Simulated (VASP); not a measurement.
Here is a VASP 6.6.1 calculation.

Contents of INCAR:

```
SYSTEM = BN
PREC = Accurate
ENCUT = 550
EDIFF = 1E-7
ISMEAR = 0
SIGMA = 0.05
LREAL = .False.
LASPH = .True.
NELM = 80
ALGO = Normal
ISIF = 2
LWAVE = .False.
LCHARG = .False.
METAGGA = R2SCAN
LMIXTAU = .True.
IVDW = 13
VDW_S6 = 1.0
VDW_S8 = 0.6018749
VDW_A1 = 0.51559235
VDW_A2 = 5.77342911
IBRION = 2
NSW = 40
EDIFFG = -0.02
```

Contents of KPOINTS:

```
regular mesh
0
Gamma
  13 13 13
  0 0 0
```

POSCAR

```
BN
1.0
    0.0000000000      1.8130010000      1.8130010000
    1.8130010000      0.0000000000      1.8130010000
    1.8130010000      1.8130010000      0.0000000000
N B
1 1
Selective dynamics
Direct
    0.2199640000      0.2316050000      0.2958780000  F F F
   -0.0101850000      0.0327220000     -0.0147070000  T T T
```

Potentials or basis: VASP PAW PBE potentials, release 64 (N_GW, B_GW).

Command:

```console
$ cat potpaw_PBE.64/N_GW/POTCAR potpaw_PBE.64/B_GW/POTCAR > POTCAR
$ mpirun -np 1 vasp_std > vasp.out
```

Task: Predict the energy gained by relaxing.

Result: 135.9 meV/atom.

Task: What does it give for the dispersion energy per atom?

Result: -0.097 eV.

Task: Predict the band gap on the k mesh.

Result: 5.05 eV, indirect (least direct gap 9.48 eV).

Final structure:
```
N B
1.0
     0.00000    1.81300    1.81300
     1.81300    0.00000    1.81300
     1.81300    1.81300    0.00000
N B
1 1
Direct
  0.21996 0.23160 0.29588
  0.97005 0.98168 0.04578
```

Caveat: an odd mesh through Γ misses points on the zone boundary, where band edges often lie.
